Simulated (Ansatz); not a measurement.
Crystal: Pr.

```xyz
1
Lattice="-2.0974 2.0974 2.0974 2.0974 -2.0974 2.0974 2.0974 2.0974 -2.0974" Properties=species:S:1:pos:R:3 pbc="T T T"
Pr    0.0000    0.0000    0.0000
```

This isn't the form of Pr at room conditions, which is double hcp.

Alike in all runs: program Ansatz 0.2.0; functional PBEsol; potentials or basis Ansatz PAW; cutoff 420 eV (not typed: the program's choice for these potentials); k mesh 9 × 9 × 9; occupations fermi-dirac, width 0.05 eV.

Starts and where they ended:

```csv
start,free energy over the lowest (meV/atom),net moment (μB),site or absolute moments (μB),gap
"collinear spin, ferromagnetic start of up to 3.5 μB",0.0,2.80,Pr +2.51,none (metal or under the smearing width)
"collinear spin, random start of up to 1.5 μB",0.0,-2.80,Pr -2.51,none (metal or under the smearing width)
no spin polarisation,642.1,-,-,none (metal or under the smearing width)
"collinear spin, ferromagnetic start of up to 2 μB",0.0,2.80,Pr +2.51,none (metal or under the smearing width)
```

Allowing spin polarisation gains 642 meV/atom. A still lower state may exist.

Caveats: the magnetic or orbital state may not be the lowest (some runs); spin-orbit coupling is left out, which moves the levels of the heavy elements (some runs).
